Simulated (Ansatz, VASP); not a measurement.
## In5Ga3P8 (random alloy of the zinc-blende GaP-InP line, x = 0.625) in two plane-wave programs

Wanted: the spread between two codes on one cell, functional and k mesh. Of the first pair: The structure shown is the start of the Ansatz relaxation below; VASP solves that cell, so the two are compared at the walk's first step.

Method: plane waves, with VASP 6.6.1 beside it; RPBE, in Ansatz 0.2.0.

### Step 1. The structure

The cell holds 64 atoms: 12 Ga, 32 P and 20 In. Cell: a = 11.582 Å, b = 11.582 Å, c = 11.582 Å, α = 90.0°, β = 90.0°, γ = 90.0°. It derives from InP. Zinc-blende GaP-InP: 64 atoms, 20 of 32 Ga sites given to In at random, cell and internal coordinates interpolated linearly between the end members (Vegard's rule); (so at first; earlier steps may have moved the atoms), displaced by a Gaussian of 0.02 A. Lattice constants are starting values near those of PBE.

### Step 2. Ansatz: relaxation, RPBE

Ansatz runs on its default PAW (the set named soft_2) files.

The two programs are compared at the cell with which this relaxation starts, whose forces are those of its first step.

File input.yaml:

```yaml
crystal:
  lattice:
    - [11.5825, 0.0, 0.0]
    - [0.0, 11.5825, 0.0]
    - [0.0, 0.0, 11.5825]
  atoms:
    - { symbol: Ga, position: [0.0028, 0.99894, 0.99909] }
    - { symbol: P, position: [0.12315, 0.12649, 0.12103] }
    - { symbol: In, position: [0.00301, 0.24869, 0.25055] }
    - { symbol: P, position: [0.12457, 0.37752, 0.37144] }
    - { symbol: In, position: [0.24944, 0.99934, 0.25196] }
    - { symbol: P, position: [0.3731, 0.1247, 0.37348] }
    - { symbol: In, position: [0.25007, 0.25101, 0.9981] }
    - { symbol: P, position: [0.37698, 0.37656, 0.12587] }
    - { symbol: In, position: [0.00156, 0.99882, 0.49979] }
    - { symbol: P, position: [0.12338, 0.12454, 0.62592] }
    - { symbol: Ga, position: [0.99881, 0.24931, 0.74881] }
    - { symbol: P, position: [0.12354, 0.37384, 0.87498] }
    - { symbol: In, position: [0.24807, 0.0004, 0.75287] }
    - { symbol: P, position: [0.37628, 0.12467, 0.87347] }
    - { symbol: In, position: [0.24871, 0.25292, 0.50009] }
    - { symbol: P, position: [0.3739, 0.37533, 0.62863] }
    - { symbol: Ga, position: [0.00021, 0.50107, 0.00052] }
    - { symbol: P, position: [0.12439, 0.62303, 0.1244] }
    - { symbol: Ga, position: [0.99964, 0.75101, 0.25145] }
    - { symbol: P, position: [0.12661, 0.87549, 0.37653] }
    - { symbol: In, position: [0.2487, 0.50216, 0.25089] }
    - { symbol: P, position: [0.37449, 0.62584, 0.37487] }
    - { symbol: In, position: [0.25195, 0.75262, 0.00377] }
    - { symbol: P, position: [0.37259, 0.87251, 0.12413] }
    - { symbol: In, position: [0.00028, 0.50151, 0.50055] }
    - { symbol: P, position: [0.12151, 0.62447, 0.62643] }
    - { symbol: In, position: [0.0004, 0.75132, 0.74962] }
    - { symbol: P, position: [0.12465, 0.87532, 0.87571] }
    - { symbol: In, position: [0.25034, 0.50021, 0.74884] }
    - { symbol: P, position: [0.37565, 0.62521, 0.87695] }
    - { symbol: Ga, position: [0.25207, 0.75032, 0.49935] }
    - { symbol: P, position: [0.3739, 0.87573, 0.62513] }
    - { symbol: Ga, position: [0.49941, 8.0e-05, 0.99893] }
    - { symbol: P, position: [0.62621, 0.12423, 0.12711] }
    - { symbol: In, position: [0.5007, 0.25102, 0.24811] }
    - { symbol: P, position: [0.62529, 0.37628, 0.37335] }
    - { symbol: In, position: [0.74954, 6.0e-05, 0.24763] }
    - { symbol: P, position: [0.87554, 0.12646, 0.37352] }
    - { symbol: In, position: [0.75061, 0.24773, 0.99993] }
    - { symbol: P, position: [0.87221, 0.37694, 0.12571] }
    - { symbol: In, position: [0.49996, 0.99866, 0.5022] }
    - { symbol: P, position: [0.6284, 0.12179, 0.62713] }
    - { symbol: In, position: [0.50281, 0.25058, 0.74793] }
    - { symbol: P, position: [0.62649, 0.37469, 0.87396] }
    - { symbol: Ga, position: [0.74788, 0.00095, 0.75137] }
    - { symbol: P, position: [0.87392, 0.1259, 0.87302] }
    - { symbol: In, position: [0.75138, 0.25008, 0.49968] }
    - { symbol: P, position: [0.87482, 0.3765, 0.6263] }
    - { symbol: In, position: [0.50091, 0.50024, 0.00013] }
    - { symbol: P, position: [0.62607, 0.6254, 0.12618] }
    - { symbol: Ga, position: [0.49946, 0.7458, 0.25179] }
    - { symbol: P, position: [0.62878, 0.87576, 0.37483] }
    - { symbol: Ga, position: [0.74976, 0.49979, 0.25003] }
    - { symbol: P, position: [0.87306, 0.62411, 0.37328] }
    - { symbol: Ga, position: [0.75043, 0.74949, 0.00086] }
    - { symbol: P, position: [0.8747, 0.8767, 0.12537] }
    - { symbol: In, position: [0.50378, 0.49673, 0.49888] }
    - { symbol: P, position: [0.62656, 0.62937, 0.62457] }
    - { symbol: Ga, position: [0.50008, 0.74961, 0.7523] }
    - { symbol: P, position: [0.6245, 0.87617, 0.87445] }
    - { symbol: Ga, position: [0.7478, 0.50054, 0.75087] }
    - { symbol: P, position: [0.87723, 0.62481, 0.87393] }
    - { symbol: In, position: [0.75097, 0.75042, 0.50048] }
    - { symbol: P, position: [0.87487, 0.877, 0.62564] }
kpoints:
  mp_grid: { grid: [1, 1, 1] }
hamiltonian:
  xc: rpbe
scf:
  occupations: { method: fixed }
output:
  forces: true
relax:
  f_tol: 0.05
  max_steps: 150
  cell: {}
```

On the command line:

```sh
ansatz run input.yaml --threads 4 --pin off --max-ram 8192MiB --backend cpu --events-out ev --progress --plain --runs-dir out
```

Numbers of over 12 decimals in the logs are rounded to 6 here.

Output:

```text
Engine: ansatz 0.2.0, aarch64-unknown-linux-gnu
Pseudopotentials: kind: paw
Pseudopotential: Ga, paw, valence charge 13, recommended cutoff 420 eV (normal), Ga.paw.azcp
Pseudopotential: P, paw, valence charge 5, recommended cutoff 420 eV (normal), P.paw.azcp
Pseudopotential: In, paw, valence charge 13, recommended cutoff 420 eV (normal), In.paw.azcp
Functional definition: RPBE
  parameter kappa = 0.804
  parameter beta = 0.066725
  exchange = rpbe_x(kappa = kappa, mu = beta*pi^2/3)
  correlation = pbe_c(beta = beta)
Crystal: 64 atoms, lattice volume = 1553.842 Å³
Basis set: ecut = 420 eV, 30551 PW (Γ), exchange–correlation on 160×160×160 points (8 copies of the dense FFT grid, shifted against one another)
Bands: 352, of which v1, the nominal top of the filled ones, is band 288 counted from 1 (287 counted from 0)
Symmetry: 1 space group operations
Space group: P1 (ITA 1), of the structure as read, at distance tolerance 1.2e-4 Å
k-points: 1
Non-local potential: Ga, projectors of the file, l = 0: 2, l = 1: 2, l = 2: 3, l = 3: 1
Non-local potential: P, projectors of the file, l = 0: 2, l = 1: 2, l = 2: 2
Non-local potential: In, projectors of the file, l = 0: 2, l = 1: 2, l = 2: 2, l = 3: 2
PAW form: soft (Blöchl's): semilocal exchange-correlation on the pseudo side does not see the compensation charge
PAW frozen core: Ga, regenerated for the run's functional, and the local potential with it (the file was generated under x = pbe(κ = 0.804, μ = 0.219515), c = pbe(β = 0.066725))
PAW frozen core: P, regenerated for the run's functional, and the local potential with it (the file was generated under x = pbe(κ = 0.804, μ = 0.219515), c = pbe(β = 0.066725))
PAW frozen core: In, regenerated for the run's functional, and the local potential with it (the file was generated under x = pbe(κ = 0.804, μ = 0.219515), c = pbe(β = 0.066725))
PAW one-centre angular grid: Ga, 590 points (default); XC on 64 Gauss nodes
PAW one-centre angular grid: P, 110 points (default); XC on 64 Gauss nodes
PAW one-centre angular grid: In, 590 points (default); XC on 64 Gauss nodes
Initial density: superposition of atomic densities (neutral atoms: chi_scale 0, normalization atom), corrected by the library's trained network
Initial wavefunctions: pseudopotential atomic-orbital guess
Functional: x = rpbe, c = pbe(β = 0.066725)
SCF iter   1: F=—  HF=-181886.864645 eV  |F-HF|=—  |Δ(HF+E_count)|=         —  Δρ=3.65e-3  dr2=1.50e-1  ethr=1.77e-3  ⟨swp⟩=5.0  Hψ=1245  notcnv=0  defer=59
preconditioner: auto → Resta (q_TF=auto, 2.312 Å⁻¹)  ε∞=3.8  [insulator: Δε(μ)=0.782 eV  Ē_g=13.566 eV  n_scr=340 (ndim 8)  ℏωp=22.6 eV  f_vac=0.023  ε∞_Penn≈3.8]
SCF iter   2: F=—  HF=-181886.827218 eV  |F-HF|=—  |Δ(HF+E_count)|=   3.74e-2  Δρ=1.59e-3  dr2=3.56e-2  ethr=2.61e-5  ⟨swp⟩=3.0  Hψ=676  notcnv=0  defer=62
SCF iter   3: F=—  HF=-181886.829481 eV  |F-HF|=—  |Δ(HF+E_count)|=   2.26e-3  Δρ=6.27e-4  dr2=4.43e-3  ethr=6.17e-6  ⟨swp⟩=3.0  Hψ=585  notcnv=0  defer=62
SCF iter   4: F=—  HF=-181886.828829 eV  |F-HF|=—  |Δ(HF+E_count)|=   6.51e-4  Δρ=2.04e-4  dr2=7.56e-4  ethr=7.69e-7  ⟨swp⟩=2.0  Hψ=583  notcnv=0  defer=62
SCF iter   5: F=—  HF=-181886.829847 eV  |F-HF|=—  |Δ(HF+E_count)|=   1.02e-3  Δρ=6.92e-5  dr2=1.07e-4  ethr=1.31e-7  ⟨swp⟩=2.0  Hψ=421  notcnv=0  defer=62
SCF iter   6: F=—  HF=-181886.830087 eV  |F-HF|=—  |Δ(HF+E_count)|=   2.39e-4  Δρ=2.08e-5  dr2=1.77e-5  ethr=1.85e-8  ⟨swp⟩=3.0  Hψ=477  notcnv=0  defer=62
SCF iter   7: F=—  HF=-181886.829685 eV  |F-HF|=—  |Δ(HF+E_count)|=   4.01e-4  Δρ=7.65e-6  dr2=1.50e-6  ethr=3.08e-9  ⟨swp⟩=3.0  Hψ=434  notcnv=0  defer=62
SCF iter   8: F=-181886.829688 eV  HF=-181886.829688 eV  |F-HF|=1.88e-7  |Δ(HF+E_count)|=   2.53e-6  Δρ=2.12e-6  dr2=8.81e-8  ethr=1.74e-11  ⟨swp⟩=4.0  Hψ=1321  notcnv=0
SCF 1 converged in 8 iterations: F = -181886.829688 eV  dr2 = 8.81e-8
  greatest PAW one-centre occupation: 0.995 electrons in one spin orbital (limit 2), on the Ga atom at site 50 (counted from 0), in its partial waves of l = 2
relax step   1: F+E_penalty+E_count = -181886.82968783 eV  Δ(F+E_penalty+E_count) = +0.000e0 eV  max|allowed force component| = 1.957e0 eV/Å  Δτ_max = 0.0000 Å  P = +2.791 GPa  Ω = 1553.842 Å³  (8 SCF iters, dr2 threshold 1.00e-7 eV, accepted)
Crystal: 64 atoms, lattice volume = 1622.659 Å³
Basis set: ecut = 420 eV, 31589 PW (Γ), exchange–correlation on 160×160×160 points (8 copies of the dense FFT grid, shifted against one another)
Initial density: handed on by an earlier stage of this run
Initial wavefunctions: those handed on with the density
iter 1 solved again at ethr=2.13e-4 eV; its pass at ethr=3.10e-3 eV (dr2=1.23e0 eV) is discarded
SCF iter   1: F=—  HF=-181890.023910 eV  |F-HF|=—  |Δ(HF+E_count)|=         —  Δρ=8.95e-3  dr2=1.24e0  ethr=2.13e-4  ⟨swp⟩=2.0  Hψ=1382  notcnv=0  defer=62
[...]
atom  12  P      0.00091890    -0.00035216    -0.00098686
  atom  13  In     0.00119107    -0.00137011    -0.00104797
  atom  14  P     -0.00141154    -0.00010921    -0.00036530
  atom  15  In    -0.00096492     0.00216500     0.00008148
  atom  16  P      0.00124811    -0.00033031    -0.00044221
  atom  17  Ga    -0.00179590     0.00002187     0.00309619
  atom  18  P      0.00048275     0.00075925     0.00100418
  atom  19  Ga     0.00212043    -0.00424763     0.00038553
  atom  20  P     -0.00193686     0.00409652    -0.00045030
  atom  21  In    -0.00059227     0.00082508     0.00124190
  atom  22  P     -0.00081888     0.00168775     0.00162205
  atom  23  In    -0.00137913    -0.00410095     0.00134685
  atom  24  P      0.00108872     0.00152435    -0.00432754
  atom  25  In     0.00165996     0.00011404    -0.00070455
  atom  26  P      0.00010037     0.00023907    -0.00067831
  atom  27  In     0.00179209    -0.00245041     0.00072758
  atom  28  P     -0.00115529     0.00237897     0.00029354
  atom  29  In     0.00071110    -0.00143072    -0.00276665
  atom  30  P      0.00166703     0.00213209    -0.00067787
  atom  31  Ga     0.00087437    -0.00642580    -0.00062944
  atom  32  P     -0.00008187     0.00046933    -0.00114240
  atom  33  Ga     0.00156407     0.00071616     0.00342028
  atom  34  P      0.00011323    -0.00261928     0.00059816
  atom  35  In    -0.00196919     0.00147744     0.00293081
[...]
atom  57  In    -0.00204804     0.00220818     0.00070729
  atom  58  P     -0.00072930     0.00231212     0.00112045
  atom  59  Ga    -0.00100964    -0.00378433    -0.00002281
  atom  60  P      0.00122458     0.00292662    -0.00204041
  atom  61  Ga    -0.00003331    -0.00048170     0.00337886
  atom  62  P     -0.00128900     0.00204934    -0.00365502
  atom  63  In    -0.00136620    -0.00263032    -0.00028563
  atom  64  P      0.00040420     0.00109696    -0.00071506
  max |Σ_I F_I| component: 3.94e-7 eV/Å
--- Stress (GPa, compression-positive) ---
        0.000509       0.006307      -0.003523
        0.006307       0.000256       0.001349
       -0.003523       0.001349      -0.000587
  P = ⅓ Tr σ = 0.0001 GPa (0.001 kbar)
--- Relaxed structure (4 steps of the walk, 4 accepted, 1 SCFs on fresh bases) ---
  F+E_penalty+E_count = -181890.04039098 eV   max|allowed force component| = 6.426e-3 eV/Å   (the final SCF, on the basis selected at the relaxed cell)
  cell:  # Å, volume = 1599.3301 Å³
    - [11.692463, 0.000118529, 0.000795346]
    - [0.000118529, 11.698288, 0.000766956]
    - [0.000795346, 0.000766956, 11.692565]
  atoms:
    - { symbol: Ga, position: [-0.00370171, 0.996893, 0.997286] }
    - { symbol: P, position: [0.115716, 0.115032, 0.118170] }
    - { symbol: In, position: [-0.00293642, 0.251811, 0.245209] }
    - { symbol: P, position: [0.124449, 0.375455, 0.374166] }
    - { symbol: In, position: [0.250057, 0.993284, 0.247836] }
    - { symbol: P, position: [0.374710, 0.123759, 0.376202] }
    - { symbol: In, position: [0.245289, 0.247583, 0.997880] }
    - { symbol: P, position: [0.373820, 0.378554, 0.121751] }
    - { symbol: In, position: [-0.00022339, 0.998183, 0.502275] }
    - { symbol: P, position: [0.117529, 0.132465, 0.635014] }
    - { symbol: Ga, position: [0.995001, 0.251334, 0.755771] }
    - { symbol: P, position: [0.109543, 0.378086, 0.877021] }
    - { symbol: In, position: [0.250320, -0.00195717, 0.752430] }
    - { symbol: P, position: [0.383368, 0.116222, 0.882928] }
    - { symbol: In, position: [0.247988, 0.250049, 0.503031] }
    - { symbol: P, position: [0.377856, 0.375086, 0.626105] }
    - { symbol: Ga, position: [-0.00825157, 0.502651, 0.000358651] }
    - { symbol: P, position: [0.111959, 0.625126, 0.120833] }
    - { symbol: Ga, position: [0.998052, 0.747000, 0.244330] }
    - { symbol: P, position: [0.123070, 0.860522, 0.374033] }
    - { symbol: In, position: [0.247934, 0.506844, 0.249068] }
    - { symbol: P, position: [0.377117, 0.639527, 0.372137] }
    - { symbol: In, position: [0.250739, 0.752380, 0.00214363] }
    - { symbol: P, position: [0.390501, 0.873485, 0.123948] }
    - { symbol: In, position: [-0.002049, 0.502789, 0.500146] }
    - { symbol: P, position: [0.129708, 0.634538, 0.618172] }
    - { symbol: In, position: [-0.00411619, 0.750107, 0.753939] }
    - { symbol: P, position: [0.118456, 0.880059, 0.882197] }
    - { symbol: In, position: [0.247569, 0.502615, 0.750148] }
    - { symbol: P, position: [0.380962, 0.633190, 0.869962] }
    - { symbol: Ga, position: [0.252214, 0.749987, 0.496983] }
    - { symbol: P, position: [0.374255, 0.860916, 0.626887] }
    - { symbol: Ga, position: [0.505716, -0.00635922, 0.998160] }
    - { symbol: P, position: [0.621351, 0.118724, 0.115166] }
    - { symbol: In, position: [0.502414, 0.251202, 0.247411] }
    - { symbol: P, position: [0.634724, 0.385166, 0.367543] }
    - { symbol: In, position: [0.750369, -0.00618301, 0.242936] }
    - { symbol: P, position: [0.873151, 0.123602, 0.372901] }
    - { symbol: In, position: [0.754072, 0.249965, 0.996166] }
    - { symbol: P, position: [0.871906, 0.388427, 0.124170] }
    - { symbol: In, position: [0.500028, 0.993562, 0.502777] }
    - { symbol: P, position: [0.633182, 0.115335, 0.631814] }
    - { symbol: In, position: [0.504993, 0.246791, 0.752718] }
    - { symbol: P, position: [0.632362, 0.381988, 0.870109] }
    - { symbol: Ga, position: [0.750750, -0.00273813, 0.755710] }
    - { symbol: P, position: [0.880170, 0.117142, 0.870603] }
    - { symbol: In, position: [0.752495, 0.253017, 0.504276] }
    - { symbol: P, position: [0.874903, 0.379182, 0.640368] }
    - { symbol: In, position: [0.506276, 0.507229, 0.000141612] }
    - { symbol: P, position: [0.632302, 0.634746, 0.131077] }
    - { symbol: Ga, position: [0.503435, 0.751614, 0.247934] }
    - { symbol: P, position: [0.620184, 0.868011, 0.368471] }
    - { symbol: Ga, position: [0.752507, 0.508263, 0.246050] }
    - { symbol: P, position: [0.874823, 0.627310, 0.363152] }
    - { symbol: Ga, position: [0.750855, 0.750095, 0.000653081] }
    - { symbol: P, position: [0.881480, 0.867763, 0.115888] }
    - { symbol: In, position: [0.503351, 0.506906, 0.499959] }
    - { symbol: P, position: [0.628256, 0.625306, 0.640416] }
    - { symbol: Ga, position: [0.504219, 0.750820, 0.752650] }
    - { symbol: P, position: [0.627923, 0.873186, 0.876155] }
    - { symbol: Ga, position: [0.751796, 0.502549, 0.756094] }
    - { symbol: P, position: [0.867150, 0.620862, 0.882262] }
    - { symbol: In, position: [0.748260, 0.748072, 0.500535] }
    - { symbol: P, position: [0.866571, 0.879659, 0.632066] }
```

Reading the cycles: dr2 is the Hartree energy of the density residual (eV), the measure of convergence; HF is the Harris–Foulkes estimate of the energy, which meets the free energy F at convergence.

[end of part 1 of 2]

[Lines on the potential files, build, host, timing and source positions are cut from VASP's logs without a mark.]

[Logs are printed without paths, hosts, clocks, repeated set-up lines and the standing remarks that a program may print on its own settings, such as how far it seeks lower states.]

[Hosts, paths, dates, database ids (printed as entryN), source tags and the programs' standing remarks are cut or masked in the printed files.]
